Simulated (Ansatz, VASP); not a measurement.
# Two plane-wave programs on AlN

```
CELL_PARAMETERS angstrom
3.11000 0.00000 0.00000
-1.55500 2.69334 0.00000
0.00000 0.00000 4.98000
ATOMIC_POSITIONS crystal
Al 0.33333 0.66667 0.00000
Al 0.66667 0.33333 0.50000
N 0.33333 0.66667 0.38200
N 0.66667 0.33333 0.88200
```

Alike in both runs: task relaxation of cell and atoms; functional LDA; k mesh 8 × 8 × 5; no spin polarisation.

```csv
,VASP,Ansatz
version,VASP 6.6.1,Ansatz 0.2.0
potentials or method,"VASP PAW LDA potentials, release 64 (Al, N)","scalar-relativistic, plane waves, PAW"
plane-wave cutoff (eV),600,420
occupations,"gaussian, width 0.01 eV",fixed
valence electrons in the cell,16,16
```

```tsv
	VASP	Ansatz	Ansatz less VASP
gap on the k mesh at the Fermi level, each at its own relaxed structure (eV)	4.40	4.42	+0.013
relaxed volume (Å³/atom)	10.24	10.21	-0.027
relaxed cell length with the largest relative difference (Å)	4.950	4.943	-0.0064
energy change over the relaxation (meV/atom)	-2	-3	-0.7
```

A hybrid or GW would open this gap; LDA tends to underestimate it.
